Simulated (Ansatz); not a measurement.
# CoSi2: equation of state with LDA

The system is CoSi2.

```
CELL_PARAMETERS angstrom
0.00000 2.67800 2.67800
2.67800 0.00000 2.67800
2.67800 2.67800 0.00000
ATOMIC_POSITIONS crystal
Co 0.00000 0.00000 0.00000
Si 0.75000 0.75000 0.75000
Si 0.25000 0.25000 0.25000
```

```json
{"Program": "Ansatz 0.2.0", "Task": "equation of state", "Functional": "LDA", "Potentials or basis": "all-electron LAPW, scalar-relativistic", "Basis error allowed": "0.002 eV/atom", "k mesh": "9 × 9 × 9", "Occupations": "fermi-dirac, width 0.05 eV", "Spin": "collinear spin, ferromagnetic start", "Starting moments": "[2.0, 0.0, 0.0] μB"}
```

```yaml
Equilibrium_volume: 12.23 Å³/atom
Bulk_modulus: 203 GPa
Pressure_derivative_of_the_bulk_modulus: 4.6
```

Energy against volume, from the lowest point:
| volume (Å³/atom) | energy (meV/atom) |
| --- | --- |
| 12.036 | 1.74 |
| 12.292 | 0.00 |
| 12.548 | 4.87 |
| 12.804 | 15.62 |
| 13.060 | 31.60 |
| 13.316 | 52.23 |
| 13.572 | 76.99 |

All runs of the series together: 63 s on 4 threads of Arm Neoverse V1 (shared host).

Caveat: the starting moments weren't kept. Zero-point motion and thermal expansion aren't in these numbers.
